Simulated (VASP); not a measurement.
Input of a VASP 6.6.1 run:

Contents of POSCAR:

```
FeS2
1.0
    5.4178000000      0.0000000000      0.0000000000
    0.0000000000      5.4178000000      0.0000000000
    0.0000000000      0.0000000000      5.4178000000
Fe S
4 8
Direct
    0.0000000000      0.0000000000      0.0000000000
    0.5000000000      0.0000000000      0.5000000000
    0.5000000000      0.5000000000      0.0000000000
    0.0000000000      0.5000000000      0.5000000000
    0.3848200000      0.3848200000      0.3848200000
    0.1151800000      0.6151800000      0.8848200000
    0.8848200000      0.1151800000      0.6151800000
    0.6151800000      0.8848200000      0.1151800000
    0.6151800000      0.6151800000      0.6151800000
    0.8848200000      0.3848200000      0.1151800000
    0.1151800000      0.8848200000      0.3848200000
    0.3848200000      0.1151800000      0.8848200000
```

File INCAR.step1:

```
SYSTEM = FeS2
PREC     = Accurate       ! precision mode
ENCUT    = 420            ! plane-wave cutoff, eV
EDIFF    = 1E-5           ! SCF threshold, eV
ISMEAR   = 0              ! smearing method
SIGMA    = 0.02           ! smearing width, eV
LREAL    = .False.        ! projectors in reciprocal space
LASPH    = .True.         ! aspherical terms in the spheres
NELM     = 100            ! most SCF steps
ALGO     = Normal         ! electronic algorithm
ISIF     = 2              ! what is computed and relaxed
LWAVE    = .True.         ! write WAVECAR
LCHARG   = .False.        ! write CHGCAR
LMAXMIX  = 4              ! l up to which the mixer works
NBANDS   = 52             ! bands
GGA      = PE             ! functional
```

The input INCAR.step2:

```
SYSTEM = FeS2
PREC     = Accurate       ! precision mode
ENCUT    = 420            ! plane-wave cutoff, eV
EDIFF    = 1E-6           ! SCF threshold, eV
ISMEAR   = 0              ! smearing method
SIGMA    = 0.02           ! smearing width, eV
LREAL    = .False.        ! projectors in reciprocal space
LASPH    = .True.         ! aspherical terms in the spheres
NELM     = 100            ! most SCF steps
ALGO     = Normal         ! electronic algorithm
ISIF     = 2              ! what is computed and relaxed
LWAVE    = .False.        ! write WAVECAR
LCHARG   = .False.        ! write CHGCAR
LMAXMIX  = 4              ! l up to which the mixer works
METAGGA  = MBJ            ! meta-GGA
NBANDS   = 52             ! bands
ISTART   = 1
```

KPOINTS

```
Automatic mesh
0
Gamma
  6 6 6
  0 0 0
```

File KPOINTS_OPT:

```
path GXMGRX,MR
10
line-mode
reciprocal
 0.0000000000  0.0000000000  0.0000000000  G
 0.0000000000  0.5000000000  0.0000000000  X

 0.0000000000  0.5000000000  0.0000000000  X
 0.5000000000  0.5000000000  0.0000000000  M

 0.5000000000  0.5000000000  0.0000000000  M
 0.0000000000  0.0000000000  0.0000000000  G

 0.0000000000  0.0000000000  0.0000000000  G
 0.5000000000  0.5000000000  0.5000000000  R

 0.5000000000  0.5000000000  0.5000000000  R
 0.0000000000  0.5000000000  0.0000000000  X

 0.5000000000  0.5000000000  0.0000000000  M
 0.5000000000  0.5000000000  0.5000000000  R
```

Potentials or basis: VASP PAW PBE potentials, release 64 (Fe, S).

The run is started by

```bash
$ cat potpaw_PBE.64/Fe/POTCAR potpaw_PBE.64/S/POTCAR > POTCAR
$ cp INCAR.step1 INCAR
$ mpirun -np 1 vasp_std > vasp.out
$ cp INCAR.step2 INCAR
$ mpirun -np 1 vasp_std > vasp.out
```

**Question.** Predict the band gap along the path.

**Answer.** 1.56 eV, direct.

**Question.** What does it give for the band gap on the k mesh?

**Answer.** 1.56 eV, direct.

Levels at the corners of the path, in eV from the valence-band top:
| point | band 36 | band 37 | band 38 | band 39 | band 40 | band 41 | band 42 | band 43 | band 44 | band 45 |
| --- | --- | --- | --- | --- | --- | --- | --- | --- | --- | --- |
| Γ | -0.27 | -0.10 | 0.00 | 0.00 | 0.00 | 1.56 | 2.70 | 2.70 | 2.70 | 3.91 |
| X | -0.21 | -0.09 | -0.09 | 0.00 | 0.00 | 2.57 | 2.57 | 2.79 | 2.79 | 3.52 |
| X | -0.21 | -0.09 | -0.09 | 0.00 | 0.00 | 2.57 | 2.57 | 2.79 | 2.79 | 3.52 |
| M | -0.31 | -0.07 | -0.07 | -0.07 | -0.07 | 2.77 | 2.77 | 2.77 | 2.77 | 3.21 |
| M | -0.31 | -0.07 | -0.07 | -0.07 | -0.07 | 2.77 | 2.77 | 2.77 | 2.77 | 3.21 |
| Γ | -0.27 | -0.10 | 0.00 | 0.00 | 0.00 | 1.56 | 2.70 | 2.70 | 2.70 | 3.91 |
| Γ | -0.27 | -0.10 | 0.00 | 0.00 | 0.00 | 1.56 | 2.70 | 2.70 | 2.70 | 3.91 |
| R | -0.72 | -0.31 | -0.31 | -0.31 | -0.31 | 2.72 | 2.72 | 2.72 | 2.72 | 3.53 |
| R | -0.72 | -0.31 | -0.31 | -0.31 | -0.31 | 2.72 | 2.72 | 2.72 | 2.72 | 3.53 |
| X | -0.21 | -0.09 | -0.09 | 0.00 | 0.00 | 2.57 | 2.57 | 2.79 | 2.79 | 3.52 |
| M | -0.31 | -0.07 | -0.07 | -0.07 | -0.07 | 2.77 | 2.77 | 2.77 | 2.77 | 3.21 |
| R | -0.72 | -0.31 | -0.31 | -0.31 | -0.31 | 2.72 | 2.72 | 2.72 | 2.72 | 3.53 |

 Spin polarisation is off, so any magnetic state and its effect on volume and gap are missing.

**What was measured.**

From “Synthetic control over polymorph formation in the d-band semiconductor system FeS2”, 2021, arxiv:2111.12440, for a bulk crystal of FeS2: band gap 0.87 eV.

Measured gap of FeS2: 0.87 eV (“Synthetic control over polymorph formation in the d-band semiconductor system FeS2”, 2021, arxiv:2111.12440). This calculation gives 1.56 eV (+0.69 eV). The value is that of TB-mBJ, without temperature or zero-point motion.
